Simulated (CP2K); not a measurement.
Wanted: the native input for a CP2K 2026.2 run.

```yaml
Task: projected density of states
Functional: PBEsol
Potentials_or_basis: GTH_POTENTIALS Mo GTH-PBE-q14, S GTH-PBE-q6; DZVP-MOLOPT-SR-GTH basis
Density_cutoff: 6123 eV
k_mesh: 7 × 7 × 2
Occupations: fermi-dirac, width 0.05 eV
Spin: no spin polarisation
Hubbard_terms: Mo d U = 2.0 eV
SCF_solver: diagonalisation with k points
Quickstep_method: GPW
EPS_DEFAULT: 1.0E-10
EPS_SCF: 1.0E-6
MAX_SCF: 100
SCF_GUESS: ATOMIC
k_points_reduced_by_the_point_group: yes
Mesh_centred_on_Gamma: yes
CHOLESKY: OFF
EPS_EIGVAL: 1.0E-7
MIXING_METHOD: BROYDEN_MIXING
MIXING_ALPHA: 0.4
NBUFFER: 8
NGRIDS: 4
Basis_sets: Mo DZVP-MOLOPT-SR-GTH-q14, S DZVP-MOLOPT-SR-GTH-q6
Potentials: Mo GTH-PBE-q14 of GTH_POTENTIALS, S GTH-PBE-q6 of GTH_POTENTIALS
ADDED_MOS: "[15]"
PLUS_U_METHOD: MULLIKEN
Shape_of_the_broadening: GAUSSIAN
Broadening_of_the_DOS_eV: 0.15 eV
Step_of_the_DOS_eV: 0.05 eV
REL_CUTOFF_Ry: 60 Ry
MIXING_BETA_1/bohr: 1.5 1/bohr
CUTOFF_of_the_grids: 450 Ry
```

MoS2, a slab with vacuum:

```
CELL_PARAMETERS angstrom
3.18413 0.00000 0.00000
-1.59206 2.75753 0.00000
0.00000 0.00000 17.33460
ATOMIC_POSITIONS crystal
Mo 0.00000 0.00000 0.00000
S 0.33333 0.66667 0.91051
S 0.33333 0.66667 0.08949
```

The input as run:

mos2_pdos.inp

```
&GLOBAL
  PROJECT mos2_pdos
  RUN_TYPE ENERGY_FORCE
  PRINT_LEVEL LOW
&END GLOBAL
&FORCE_EVAL
  METHOD QS
  STRESS_TENSOR ANALYTICAL
  &DFT
    BASIS_SET_FILE_NAME BASIS_MOLOPT
    POTENTIAL_FILE_NAME GTH_POTENTIALS
    PLUS_U_METHOD MULLIKEN
    &MGRID
      CUTOFF 450
      REL_CUTOFF 60
      NGRIDS 4
    &END MGRID
    &QS
      METHOD GPW
      EPS_DEFAULT 1.0E-10
    &END QS
    &KPOINTS
      SCHEME MONKHORST-PACK 7 7 2
      GAMMA_CENTERED T
      SYMMETRY T
      SYMMETRY_BACKEND SPGLIB
    &END KPOINTS
    &SCF
      SCF_GUESS ATOMIC
      EPS_SCF 1.0E-6
      MAX_SCF 100
      ADDED_MOS 15
      CHOLESKY OFF
      EPS_EIGVAL 1.0E-7
      &DIAGONALIZATION ON
        ALGORITHM STANDARD
      &END DIAGONALIZATION
      &MIXING ON
        METHOD BROYDEN_MIXING
        ALPHA 0.4
        BETA 1.5
        NBUFFER 8
      &END MIXING
      &SMEAR ON
        METHOD FERMI_DIRAC
        ELECTRONIC_TEMPERATURE [K] 580.226
      &END SMEAR
    &END SCF
    &XC
      &XC_FUNCTIONAL
        &GGA_X_PBE_SOL
        &END GGA_X_PBE_SOL
        &GGA_C_PBE_SOL
        &END GGA_C_PBE_SOL
      &END XC_FUNCTIONAL
    &END XC
    &PRINT
      &KPOINTS ON
      &END KPOINTS
      &MULLIKEN ON
      &END MULLIKEN
      &MO ON
        ENERGIES T
        OCCUPATION_NUMBERS T
        &EACH
          QS_SCF 0
        &END EACH
        ADD_LAST NUMERIC
      &END MO
      &DOS ON
        &PDOS
          COMPONENTS F
        &END PDOS
        &CURVE
          ENERGY_UNIT EV
          ENERGY_ZERO ABSOLUTE
          &BROADEN
            TYPE GAUSSIAN
            WIDTH [eV] 0.15
          &END BROADEN
        &END CURVE
        DELTA_E 0.001837
      &END DOS
    &END PRINT
  &END DFT
  &SUBSYS
    &CELL
      A 3.1841260822 0.0000000000 0.0000000000
      B -1.5920630411 2.7575340760 0.0000000000
      C 0.0000000000 0.0000000000 17.3345999500
      PERIODIC XYZ
    &END CELL
    &COORD
      SCALED
      Mo  0.0000000000 0.0000000000 0.0000000000
      S   0.3333333333 0.6666666667 0.9105070200
      S   0.3333333333 0.6666666667 0.0894929800
    &END COORD
    &KIND Mo
      BASIS_SET DZVP-MOLOPT-SR-GTH-q14
      POTENTIAL GTH-PBE-q14
      &DFT_PLUS_U
        L 2
        U_MINUS_J [eV] 2.0
      &END DFT_PLUS_U
    &END KIND
    &KIND S
      BASIS_SET DZVP-MOLOPT-SR-GTH-q6
      POTENTIAL GTH-PBE-q6
    &END KIND
    &PRINT
      &ATOMIC_COORDINATES ON
      &END ATOMIC_COORDINATES
      &CELL ON
      &END CELL
      &SYMMETRY ON
      &END SYMMETRY
    &END PRINT
  &END SUBSYS
  &PRINT
    &FORCES ON
    &END FORCES
    &STRESS_TENSOR ON
    &END STRESS_TENSOR
  &END PRINT
&END FORCE_EVAL
```

Potentials or basis: GTH_POTENTIALS Mo GTH-PBE-q14, S GTH-PBE-q6; DZVP-MOLOPT-SR-GTH basis.

Launch:

```sh
$ OMP_NUM_THREADS=1 cp2k.psmp -i mos2_pdos.inp -o mos2_pdos.out
```

It gave:

```yaml
Largest_force: 0.059 eV/Å
Band_gap_on_the_k_mesh: 1.61 eV, indirect (least direct gap 2.08 eV)
Mulliken_charges: Mo -0.47; S +0.23 e
```

Caveat: Mulliken charges move with the basis; this program's U acts on Mulliken populations of all basis functions of the shell, so it isn't the U of plane-wave codes; energies scatter by some meV and the pressure isn't listed; the potentials were made for another functional, which shifts forces and pressure; the basis of atomic orbitals isn't converged, which shifts pressures, moduli and gaps.

It took 38 s on 1 thread of Arm Neoverse V1 (shared host), peak memory 0.45 GiB.
